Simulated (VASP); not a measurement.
# GaSb (F-43m) in VASP: notebook, part 2 of 2

VASP 6.6.1. Earlier steps stand in the parts before.

## Step 3: Relaxation of cell and atoms, r2SCAN

This run uses another cell than the first one, of 28.62 Å³/atom, 0.993 times its volume.

The input, POSCAR:

```
GaSb
1.0
    0.0000000000      3.0590000000      3.0590000000
    3.0590000000      0.0000000000      3.0590000000
    3.0590000000      3.0590000000      0.0000000000
Ga Sb
1 1
Direct
    0.0000000000      0.0000000000      0.0000000000
    0.7500000000      0.7500000000      0.7500000000
```

The input, INCAR.step1:

```
PREC = Accurate
ENCUT = 600
ISMEAR = 0
SIGMA = 0.02
LREAL = F
LASPH = T
NELM = 100
GGA = PE
ALGO = Normal
EDIFF = 1E-4
LWAVE = T
LCHARG = F
```

The input, INCAR.step2:

```
PREC = Accurate
ENCUT = 600
EDIFF = 1E-7
ISMEAR = 0
SIGMA = 0.02
LREAL = F
LASPH = T
NELM = 100
ALGO = Normal
ISIF = 3
LWAVE = F
LCHARG = F
METAGGA = R2SCAN
LMIXTAU = T
IBRION = 2
NSW = 100
EDIFFG = -0.005
ISTART = 1
```

The input, KPOINTS:

```
Automatic mesh
0
Gamma
  10 10 10
```

Potentials or basis: VASP PAW PBE potentials, release 64 (Ga_d, Sb).

Launch:

```bash
$ cat potpaw_PBE.64/Ga_d/POTCAR potpaw_PBE.64/Sb/POTCAR > POTCAR
$ cp INCAR.step1 INCAR
$ mpirun -np 1 vasp_std > vasp.out
$ cp INCAR.step2 INCAR
$ mpirun -np 1 vasp_std > vasp.out
```

OUTCAR:

```text
PREC = Accurate
   ENCUT = 600
   EDIFF = 1E-7
   ISMEAR = 0
   LREAL = F
   LASPH = T
   NELM = 100
   ISIF = 3
   METAGGA = R2SCAN
   IBRION = 2
   NSW = 100
   EDIFFG = -0.005
   ISTART = 1

 ion  position               nearest neighbor table
   1  0.000  0.000  0.000-   2 2.65   2 2.65   2 2.65   2 2.65
   2  0.750  0.750  0.750-   1 2.65   1 2.65   1 2.65   1 2.65

  LATTYP: Found a face centered cubic cell.
 ALAT       =     6.1180000000

  Lattice vectors:

 A1 = (   0.0000000000,   3.0590000000,   3.0590000000)
 A2 = (   3.0590000000,   0.0000000000,   3.0590000000)
 A3 = (   3.0590000000,   3.0590000000,   0.0000000000)

Analysis of symmetry for initial positions (statically):
=====================================================================
 Subroutine PRICEL returns:
 Original cell was already a primitive cell.

 Routine SETGRP: Setting up the symmetry group for a
 face centered cubic supercell.

 Subroutine GETGRP returns: Found 24 space group operations
 (whereof 24 operations were pure point group operations)
 out of a pool of 48 trial point group operations.

The static configuration has the point symmetry T_d .

Analysis of symmetry for dynamics (positions and initial velocities):
=====================================================================
 Subroutine PRICEL returns:
 Original cell was already a primitive cell.

 Routine SETGRP: Setting up the symmetry group for a
 face centered cubic supercell.

 Subroutine GETGRP returns: Found 24 space group operations
 (whereof 24 operations were pure point group operations)
 out of a pool of 48 trial point group operations.

The dynamic configuration has the point symmetry T_d .

 Subroutine INISYM returns: Found 24 space group operations
 (whereof 24 operations are pure point group operations),
 and found     1 'primitive' translations

----------------------------------------------------------------------------------------

                                     Primitive cell

  volume of cell :      57.2491

  direct lattice vectors                    reciprocal lattice vectors
     0.000000000  3.059000000  3.059000000    -0.163452109  0.163452109  0.163452109
     3.059000000  0.000000000  3.059000000     0.163452109 -0.163452109  0.163452109
     3.059000000  3.059000000  0.000000000     0.163452109  0.163452109 -0.163452109

  length of vectors
     4.326079287  4.326079287  4.326079287     0.283107357  0.283107357  0.283107357

  position of ions in fractional coordinates (direct lattice)
     0.000000000  0.000000000  0.000000000
     0.750000000  0.750000000  0.750000000

  ion indices of the primitive-cell ions
   primitive index   ion index
                 1           1
                 2           2

----------------------------------------------------------------------------------------

 KPOINTS: Automatic mesh

Automatic generation of k-mesh.
 Grid dimensions read from file:
 generate k-points for:   10   10   10

 Generating k-lattice:

  Cartesian coordinates                     Fractional coordinates (reciprocal lattice)
[... 45 lines left out ...]
   dimension x,y,z NGX =    36 NGY =   36 NGZ =   36
   dimension x,y,z NGXF=    72 NGYF=   72 NGZF=   72
   ions per type =               1   1
   NGX,Y,Z   is equivalent  to a cutoff of  13.83, 13.83, 13.83 a.u.
   NGXF,Y,Z  is equivalent  to a cutoff of  27.67, 27.67, 27.67 a.u.
 SYSTEM =  unknown system
   PREC   = accura    normal or accurate (medium, high low for compatibility)
   ISTART =      1    job   : 0-new  1-cont  2-samecut
   ICHARG =      0    charge: 1-file 2-atom 10-const
   ISPIN  =      1    spin polarized calculation?
   LNONCOLLINEAR =      F non collinear calculations
   LSORBIT =      F    spin-orbit coupling
   LASPH  =      T    aspherical Exc in radial PAW
   ENCUT  =  600.0 eV  44.10 Ry    6.64 a.u.   8.64  8.64  8.64*2*pi/ulx,y,z
   NELM   =    100;   NELMIN=  2; NELMDL=  0     # of ELM steps
   EDIFF  = 0.1E-06   stopping-criterion for ELM
   LREAL  =      F    real-space projection
   EDIFFG = -.5E-02   stopping-criterion for IOM
   NSW    =    100    number of steps for IOM
   IBRION =      2    ionic relax: 0-MD 1-quasi-New 2-CG
   NFREE  =      1    steps in history (QN), initial steepest desc. (CG)
   ISIF   =      3    stress and relaxation
   ISYM   =      2    0-nonsym 1-usesym 2-fastsym
   POTIM  = 0.5000    time-step for ionic-motion
   TEBEG  =    0.0;   TEEND  =   0.0 temperature during run
   PSTRESS=    0.0 pullay stress
   NELECT =      18.0000    total number of electrons
   NUPDOWN=      -1.0000    fix difference up-down
   EMIN   =  10.00;   EMAX   =-10.00  energy-range for DOS
   EFERMI =   0.00;   METHOD = LEGACY
   ISMEAR =     0;   SIGMA  =   0.02  broadening in eV -4-tet -1-fermi 0-gaus
   EFERMI_NEDOS =   21; number of points for ismear=-14 and -15
   IALGO  =     38    algorithm
   IMIX   =      4    mixing-type and parameters
     AMIX     =   0.40;   BMIX     =  1.00
     AMIX_MAG =   1.60;   BMIX_MAG =  1.00
  volume/ion in A,a.u.               =      28.62       193.17
  Fermi-wavevector in a.u.,A,eV,Ry     =   1.113208  2.103657 16.860766  1.239231
  Thomas-Fermi vector in A             =   2.249790
   LORBIT       =      0    0 simple, 1 ext, 2 COOP (PROOUT), +10 PAW based schemes
   METAGGA = R2SCAN    functional components
   LHFCALC =     F    Hartree Fock is set to
   AEXX    =    0.0000 exact exchange contribution
   IVDW    =     0    specifies the selected vdW correction
   LEPSILON=     F    determine dielectric tensor
   LRPA    =     F    only Hartree local field effects (RPA)
 conjugate gradient relaxation of ions
 non-spin polarized calculation
 Gauss-broadening in eV      SIGMA  =   0.02
  energy-cutoff  :      600.00
  volume of cell :       57.25
 maximum number of plane-waves:      1925
   NGX = 17   NGY = 17   NGZ = 17

--------------------------------------- Ionic step        1  -------------------------------------------

 number of electron      18.0000006 magnetization

 Free energy of the ion-electron system (eV)
  ---------------------------------------------------
  ext. energy  EPLUGINS =         0.00000000
  ---------------------------------------------------
  free energy    TOTEN  =       -37.60518203 eV

  energy without entropy =      -37.60518203  energy(sigma->0) =      -37.60518203

------------------------ aborting loop because EDIFF is reached ----------------------------------------

  FORCE on cell =-STRESS in cart. coord.  units (eV):
  Direction    XX          YY          ZZ          XY          YZ          ZX
  --------------------------------------------------------------------------------------
  -------------------------------------------------------------------------------------
  Total        0.1605168      0.1605168      0.1605168      0.0000000      0.0000000      0.0000000
  in kB        4.4922360      4.4922360      4.4922360      0.0000000      0.0000000      0.0000000
  external PRESSURE =       4.4922360 kB  Pullay stress =       0.0000000 kB
[... 23 lines left out ...]
--------------------------------------- Ionic step        2  -------------------------------------------

 number of electron      18.0000002 magnetization

 E-fermi :   4.6644     XC(G=0):  -9.6681

 val. band max:        4.5656635834   @ k =   0.0000   0.0000   0.0000
 cond. band min:       4.9272194996   @ k =   0.0000   0.0000   0.0000
 fundamental gap:      0.3615559163
 Fermi energy:         4.6644270593

 k-point     1 :       0.0000    0.0000    0.0000
  band No.  band energies     occupation
      1     -10.9098      2.00000
      2     -10.9098      2.00000
      3     -10.9098      2.00000
      4     -10.8549      2.00000
      5     -10.8549      2.00000
      6      -7.2832      2.00000
      7       4.5656      2.00000
      8       4.5657      2.00000
      9       4.5657      2.00000
     10       4.9272      0.00000
     11       7.5504      0.00000
     12       7.5505      0.00000
     13       7.5505      0.00000
[... 403 lines left out ...]
--------------------------------------- Ionic step        3  -------------------------------------------

 number of electron      18.0000003 magnetization

 Free energy of the ion-electron system (eV)
  ---------------------------------------------------
  ext. energy  EPLUGINS =         0.00000000
  ---------------------------------------------------
  free energy    TOTEN  =       -37.60577692 eV

  energy without entropy =      -37.60577692  energy(sigma->0) =      -37.60577692

 E-fermi :   4.7186     XC(G=0):  -9.6863

 val. band max:        4.6059170717   @ k =   0.0000   0.0000   0.0000
 cond. band min:       4.9971797792   @ k =   0.0000   0.0000   0.0000
 fundamental gap:      0.3912627075
 Fermi energy:         4.7186161834

 k-point     1 :       0.0000    0.0000    0.0000
  band No.  band energies     occupation
      1     -10.8769      2.00000
      2     -10.8769      2.00000
      3     -10.8769      2.00000
      4     -10.8213      2.00000
      5     -10.8213      2.00000
      6      -7.2711      2.00000
      7       4.6059      2.00000
      8       4.6059      2.00000
      9       4.6059      2.00000
     10       4.9972      0.00000
     11       7.5892      0.00000
     12       7.5893      0.00000
     13       7.5893      0.00000
[... 397 lines left out ...]
  FREE ENERGIE OF THE ION-ELECTRON SYSTEM (eV)
  ---------------------------------------------------
  free  energy   TOTEN  =       -37.6057769153 eV

  energy  without entropy=      -37.6057769153  energy(sigma->0) =      -37.60577692

 reached required accuracy - stopping structural energy minimisation
```

Wall time 4.8 min (1 thread of AMD EPYC 9R45 (Zen 5), shared host); peak memory 0.22 GiB.

Results:

- Free energy: -37.6058 eV
- Relaxed volume: 28.84 Å³/atom
- Relaxed cell: a = 4.337 Å, b = 4.337 Å, c = 4.337 Å, α = 60.00°, β = 60.00°, γ = 60.00°
- Space group after relaxing (to 0.05 Å): F-43m (No. 216)
- Energy gained by relaxing: 0.3 meV/atom
- Ionic steps: 3
- Pressure after relaxing: 0.0 GPa
- Band gap on the k mesh: 0.39 eV, direct

Step by step:
| step | energy change (eV) | largest force (eV/Å) | pressure (GPa) | volume (Å³) |
| --- | --- | --- | --- | --- |
| 1 | 0.0000 | 0.0000 | 0.45 | 57.25 |
| 2 | -0.0005 | 0.0000 | -0.18 | 57.92 |
| 3 | -0.0006 | 0.0000 | 0.02 | 57.69 |

Final structure:
```
Ga Sb
1.0
     0.00000    3.06682    3.06682
     3.06682    0.00000    3.06682
     3.06682    3.06682    0.00000
Ga Sb
1 1
Direct
  0.00000 0.00000 0.00000
  0.75000 0.75000 0.75000
```

Caveat: the PAW data sets were made with another functional, which shifts forces and pressure a little; spin-orbit coupling is left out, which moves the levels of the heavy elements. A k mesh can miss the band edges.

## Step 4: Single point, r2SCAN

The input, POSCAR:

```
GaSb
1.0
    0.0000000000      3.0661484735      3.0661484735
    3.0661484735      0.0000000000      3.0661484735
    3.0661484735      3.0661484735      0.0000000000
Ga Sb
1 1
Direct
    0.0000000000      0.0000000000      0.0000000000
    0.7500000000      0.7500000000      0.7500000000
```

The input, INCAR.step1:

```
  PREC = Accurate
  ENCUT = 520
  ISMEAR = 0
  SIGMA = 0.05
  LREAL = F
  LASPH = T
  NELM = 100
  NBANDS = 16
  GGA = PE
  ALGO = Normal
  EDIFF = 1E-4
  LWAVE = T
  LCHARG = F
```

The input, INCAR.step2:

```
  PREC = Accurate
  ENCUT = 520
  EDIFF = 1E-6
  ISMEAR = 0
  SIGMA = 0.05
  LREAL = F
  LASPH = T
  NELM = 100
  ALGO = Normal
  ISIF = 2
  LWAVE = F
  LCHARG = F
  METAGGA = R2SCAN
  LMIXTAU = T
  NBANDS = 16
  ISTART = 1
```

KPOINTS is that of step 3.

Launch:

```bash
$ cat potpaw_PBE.64/Ga_d/POTCAR potpaw_PBE.64/Sb/POTCAR > POTCAR
$ cp INCAR.step1 INCAR
$ mpirun -np 1 vasp_std > vasp.out
$ cp INCAR.step2 INCAR
$ mpirun -np 1 vasp_std > vasp.out
```

Run time: 63 s. Hardware: 1 thread of AMD EPYC 9R45 (Zen 5), shared host; peak memory 0.18 GiB.

The run converged. Its results:

* Free energy: -37.6049 eV
* Pressure: 0.1 GPa
* Band gap on the k mesh: 0.40 eV, direct

Levels at points of the mesh, in eV from the valence-band top:
| k point | band 6 | band 7 | band 8 | band 9 | band 10 | band 11 | band 12 | band 13 |
| --- | --- | --- | --- | --- | --- | --- | --- | --- |
| (0.00, 0.00, 0.00) | -11.88 | 0.00 | 0.00 | 0.00 | 0.40 | 2.98 | 2.98 | 2.98 |
| (0.50, 0.00, 0.00) | -10.18 | -6.54 | -1.20 | -1.20 | 0.67 | 4.01 | 4.01 | 6.93 |
| (0.50, 0.50, 0.00) | -9.30 | -7.02 | -2.67 | -2.67 | 1.13 | 1.49 | 9.22 | 9.22 |

Caveat: the PAW data sets were made with another functional, which shifts forces and pressure a little; spin-orbit coupling is left out, which moves the levels of the heavy elements.

## Step 5: Single point, r2SCAN

POSCAR is that of step 4.

The input, INCAR.step1:

```
SYSTEM = GaSb
ALGO = Normal
EDIFF = 1E-4
ENCUT = 520
GGA = PE
ISMEAR = 0
LASPH = .TRUE.
LCHARG = .FALSE.
LREAL = .FALSE.
LWAVE = .TRUE.
NBANDS = 16
NELM = 100
PREC = Accurate
SIGMA = 0.05
```

The input, INCAR.step2:

```
SYSTEM = GaSb
ALGO = Normal
EDIFF = 1E-6
ENCUT = 520
ISIF = 2
ISMEAR = 0
ISTART = 1
LASPH = .TRUE.
LCHARG = .FALSE.
LMIXTAU = .TRUE.
LREAL = .FALSE.
LWAVE = .FALSE.
METAGGA = R2SCAN
NBANDS = 16
NELM = 100
PREC = Accurate
SIGMA = 0.05
```

The input, KPOINTS:

```
k-points
0
G
  10 10 10
  0 0 0
```

Launch:

```bash
$ cat potpaw_PBE.64/Ga_d/POTCAR potpaw_PBE.64/Sb/POTCAR > POTCAR
$ cp INCAR.step1 INCAR
$ mpirun -np 1 vasp_std > vasp.out
$ cp INCAR.step2 INCAR
$ mpirun -np 1 vasp_std > vasp.out
```

Wall time 70 s (1 thread of AMD EPYC 9R45 (Zen 5), shared host); peak memory 0.18 GiB.

Results (log left out):

* Free energy: -37.6049 eV
* Pressure: 0.1 GPa
* Band gap on the k mesh: 0.40 eV, direct

Levels at points of the mesh, in eV from the valence-band top:
| k point | band 7 | band 8 | band 9 | band 10 | band 11 | band 12 |
| --- | --- | --- | --- | --- | --- | --- |
| (0.00, 0.00, 0.00) | 0.00 | 0.00 | 0.00 | 0.40 | 2.98 | 2.98 |
| (0.50, 0.00, 0.00) | -6.54 | -1.20 | -1.20 | 0.67 | 4.01 | 4.01 |
| (0.50, 0.50, 0.00) | -7.02 | -2.67 | -2.67 | 1.13 | 1.49 | 9.22 |

Caveat: the PAW data sets were made with another functional, which shifts forces and pressure a little; spin-orbit coupling is left out, which moves the levels of the heavy elements.

## Step 6: Overview

| task | cell | cutoff (eV) | smearing | gap on the mesh (eV) | pressure (GPa) |
| --- | --- | --- | --- | --- | --- |
| single point | F-43m, 28.83 Å³/atom | 520 | gaussian 0.02 eV | 0.40 | 0.1 |
| relaxation of cell and atoms | relaxed | 600 | gaussian 0.02 eV | 0.39 | 0.0 |
| single point | F-43m, 28.83 Å³/atom | 520 | gaussian 0.05 eV | 0.40 | 0.1 |

Alike in all rows: level r2SCAN; potentials or basis VASP PAW PBE potentials, release 64 (Ga_d, Sb); no spin polarisation; k mesh 10 × 10 × 10.

Caveats: the PAW data sets were made with another functional, which shifts forces and pressure a little; spin-orbit coupling is left out, which moves the levels of the heavy elements.

Total energies depend on the potentials used, so only differences within one code and one set of settings carry meaning.

## Step 7: Comparison with measurements

Step 2. Against the measured gap of GaSb, 0.811 eV (direct; 4.2 K; a printed reference work, data compilation), the calculated 0.40 eV is off by -0.41 eV. Spin-orbit coupling on Ga, Sb is left out. The value is that of r2SCAN on a finite k mesh, which can miss the band edges, without temperature or zero-point motion.

Step 4. Measured gap of GaSb: 0.811 eV (direct; 4.2 K; a printed reference work, data compilation). This calculation gives 0.40 eV (-0.41 eV). Spin-orbit coupling on Ga, Sb is left out. The value is that of r2SCAN on a finite k mesh, which can miss the band edges, without temperature or zero-point motion.

Step 5. Against the measured gap of GaSb, 0.811 eV (direct; 4.2 K; a printed reference work, data compilation), the calculated 0.40 eV is off by -0.41 eV. Spin-orbit coupling on Ga, Sb is left out. The value is that of r2SCAN on a finite k mesh, which can miss the band edges, without temperature or zero-point motion.
